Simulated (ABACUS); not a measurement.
Crystal: InP.

```
In P
1.0
     0.00000    2.93050    2.93050
     2.93050    0.00000    2.93050
     2.93050    2.93050    0.00000
In P
1 1
Direct
  0.00000 0.00000 0.00000
  0.75000 0.75000 0.75000
```

Base run:

* Program: ABACUS 3.10.1
* Functional: AM05
* Potentials or basis: SSSP 1.3 efficiency PBE
* Cutoff: 748 eV
* Density cutoff: 5987 eV
* Basis: plane waves
* k mesh: 6 × 6 × 6
* Occupations: fermi-dirac, width 0.05 eV
* Spin: no spin polarisation

Its results: band gap on the k mesh 0.68 eV, direct; pressure 1.2 GPa.

Task: The run is repeated on the same cell with these changes: functional from AM05 to WC. What comes out?

Result: Band gap on the k mesh 0.59 eV, direct; pressure 1.0 GPa.

Caveats: the potentials were made for another functional, which shifts forces and pressure; spin-orbit coupling is left out, which moves the levels of the heavy elements.

A k mesh can miss the band edges.

Not every run made on this cell is shown here.
